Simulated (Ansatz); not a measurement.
Input and command of a calculation in Ansatz (plane waves; scalar-relativistic PAW potentials unless the input names others):

```yaml
crystal:
  lattice:
    - [2.952588334, 0.0, 0.0]
    - [-1.476294167, 2.5570165042, 0.0]
    - [0.0, 0.0, 26.2323348389]
  atoms:
    - { symbol: Ta, position: [0.6666666667, 0.3333333333, 0.3240275809] }
    - { symbol: Ta, position: [0.3333333333, 0.6666666667, 0.415928599] }
    - { symbol: Ta, position: [0.0, 0.0, 0.5098297903] }
    - { symbol: Ta, position: [0.6666666667, 0.3333333333, 0.6079769571] }
    - { symbol: H, position: [0.6666666667, 0.3333333333, 0.6764105308] }
kpoints:
  mp_grid: { grid: [12, 12, 1] }
hamiltonian:
  xc: revpbe
scf:
  occupations: { method: gaussian, width: 0.1 }
  algorithm: direct_min
output:
  forces: true
  eigenvalues: true
efield:
  axis: 3
  dipole_correction: true
  ramp_width: 0.04
```

```bash
ansatz run input.yaml --threads 2 --pin off --max-ram 5120MiB --backend cpu --events-out ev --progress --plain --runs-dir out
```

Abridged log:
```
Pseudopotentials: kind: paw
Pseudopotential: Ta, paw, valence charge 13, recommended cutoff 420 eV (normal)
Pseudopotential: H, paw, valence charge 1, recommended cutoff 420 eV (normal)
Functional definition: revPBE
Crystal: 5 atoms, lattice volume = 198.049 Å³
Basis set: ecut = 420 eV, 3807 PW (Γ), exchange–correlation on 40×40×360 points (8 copies of the dense FFT grid, shifted against one another)
Bands: 32, of which v1, the nominal top of the filled ones, is band 27 counted from 1 (26 counted from 0)
Symmetry: 6 space group operations
Space group: P3m1 (ITA 156), of the structure as read, at distance tolerance 5.8e-5 Å
k-points: 19 of 144 (time reversal used)
Initial density: superposition of atomic densities (neutral atoms: chi_scale 0, normalization atom), corrected by the library's trained network
Initial wavefunctions: pseudopotential atomic-orbital guess
Functional: x = revpbe(κ = 1.245, μ = 0.21951497), c = pbe(β = 0.06672455)
SCF iter   1: F=—  HF=-39777.337939 eV  |F-HF|=—  |Δ(HF+E_count)|=         —  Δρ=1.39e-2  dr2=1.98e1  ethr=1.77e-3  p=-0.041 e·Å  D=-3.77e-2 V/Å  ΔV_dip=0.99 eV  dr2_dipole=1.02e1  V_vac-E_F(+/−)=6.02/5.03 eV  ⟨swp⟩=5.8  Hψ=2540  notcnv=0
efield: sawtooth ramp at fractional position 0.9802 (placed from the atoms, in the widest stretch of the axis that holds none; the zero of the levels goes with the place), width 0.0400; the density the first Hamiltonian is built on has a dipole p = -0.041 e·Å; the dipole correction subtracts the counter field D = -3.77e-2 V/Å, which shifts the + side's vacuum level by +0.99 eV against the − side's; the planar-averaged density in the ramp window peaks in size at 1.7e-5 e/Å³
SCF iter   2: F=—  HF=-39777.407451 eV  |F-HF|=—  |Δ(HF+E_count)|=   6.95e-2  Δρ=1.40e-2  dr2=1.24e1  ethr=1.77e-3  p=-0.112 e·Å  D=-1.02e-1 V/Å  ΔV_dip=2.69 eV  dr2_dipole=4.52e0  V_vac-E_F(+/−)=6.48/3.80 eV  ⟨swp⟩=5.9  Hψ=1533  notcnv=0  defer=17
SCF iter   3: F=—  HF=-39777.196475 eV  |F-HF|=—  |Δ(HF+E_count)|=   2.11e-1  Δρ=1.49e-3  dr2=7.25e-2  ethr=1.30e-4  p=-0.076 e·Å  D=-6.96e-2 V/Å  ΔV_dip=1.83 eV  dr2_dipole=3.04e-5  V_vac-E_F(+/−)=6.43/4.60 eV  ⟨swp⟩=2.7  Hψ=2549  notcnv=0  defer=3
SCF iter   4: F=—  HF=-39777.194139 eV  |F-HF|=—  |Δ(HF+E_count)|=   2.34e-3  Δρ=4.53e-4  dr2=5.89e-3  ethr=1.30e-4  p=-0.079 e·Å  D=-7.21e-2 V/Å  ΔV_dip=1.89 eV  dr2_dipole=2.57e-3  V_vac-E_F(+/−)=6.42/4.53 eV  ⟨swp⟩=2.0  Hψ=1132  notcnv=0
SCF iter   5: F=—  HF=-39777.193882 eV  |F-HF|=—  |Δ(HF+E_count)|=   2.57e-4  Δρ=1.18e-4  dr2=1.32e-3  ethr=1.11e-5  p=-0.078 e·Å  D=-7.15e-2 V/Å  ΔV_dip=1.88 eV  dr2_dipole=7.45e-4  V_vac-E_F(+/−)=6.43/4.55 eV  ⟨swp⟩=2.0  Hψ=1129  notcnv=0
SCF iter   6: F=—  HF=-39777.193868 eV  |F-HF|=—  |Δ(HF+E_count)|=   1.40e-5  Δρ=2.10e-5  dr2=9.91e-6  ethr=2.49e-6  p=-0.079 e·Å  D=-7.21e-2 V/Å  ΔV_dip=1.89 eV  dr2_dipole=3.73e-6  V_vac-E_F(+/−)=6.43/4.54 eV  ⟨swp⟩=2.0  Hψ=1126  notcnv=0
SCF iter   7: F=—  HF=-39777.193869 eV  |F-HF|=—  |Δ(HF+E_count)|=   7.46e-7  Δρ=2.19e-6  dr2=1.12e-7  ethr=1.87e-8  p=-0.079 e·Å  D=-7.21e-2 V/Å  ΔV_dip=1.89 eV  dr2_dipole=5.08e-8  V_vac-E_F(+/−)=6.44/4.54 eV  ⟨swp⟩=4.3  Hψ=1260  notcnv=0
SCF iter   8: F=-39777.193869 eV  HF=-39777.193869 eV  |F-HF|=2.91e-10  |Δ(HF+E_count)|=   3.98e-8  Δρ=2.62e-7  dr2=2.92e-10  ethr=2.11e-10  p=-0.079 e·Å  D=-7.21e-2 V/Å  ΔV_dip=1.89 eV  dr2_dipole=2.39e-11  V_vac-E_F(+/−)=6.44/4.54 eV  ⟨swp⟩=5.1  Hψ=1476  notcnv=0
SCF 1 converged in 8 iterations: F = -39777.193869 eV  dr2 = 2.92e-10
  Residual-converged pass: ⟨swp⟩=4.6  Hψ=1513  notcnv=0  max |occ|·‖R‖ = 6.4e-6 eV (tolerance 6.7e-6 eV) dr2=2.21e-10  dr2_onsite=2.73e-12  max |Δocc| = 2.7e-9
SCF converged after 8 iterations
Stability not checked: this state was not tested for a lower state beside it, because a direct minimisation reached the state, and no test of it is asked (direct_minimisation; see scf.lower_state_search)
Free energy (F): -39777.193869 eV
Harris-Foulkes:  -39777.193869 eV  (|F-HF|=2.91e-10)
Internal energy: -39777.149697 eV  (E = F + TS)
E sigma→0 (E₀):  -39777.171783 eV
Entropy (-TS):   -0.044172 eV (-8.834 meV/atom)
Fermi energy:    3.645447 eV
Dipole field:    D = -0.072086 V/Å  (p = -0.078898 e·Å, saw-weighted, corrected)
Work function:   Φ+ = 6.4351 eV   Φ− = 4.5440 eV
Levels:          The Fermi level and band energies are counted from a zero that moves with the ramp; work functions are not
--- Forces (eV/Å), atoms counted from 1 ---
  atom   1  Ta     0.00000000     0.00000000    -0.42407505
  atom   2  Ta     0.00000000     0.00000000     0.04603893
  atom   3  Ta     0.00000000     0.00000000     0.02076988
  atom   4  Ta     0.00000000     0.00000000     0.31588930
  atom   5  H      0.00000000     0.00000000     0.04137102
```

Apart from outputs, empty bands and the relaxation, which only the reference makes, the input differs from a reference run on usual settings in scf.algorithm: not typed → "direct_min"; hamiltonian.xc: "pbesol" → "revpbe"; basis.ecutwfc: 420 → not typed. The reference, at the same geometry, ended its own course with largest force 0.006 eV/Å, no gap on the mesh. This run converged in 8 SCF iterations with a total energy on another zero, largest force 0.424 eV/Å, no gap on the mesh.

The run took 41 s on 2 threads of Arm Neoverse V1, with other jobs on the host, peak memory 0.51 GiB.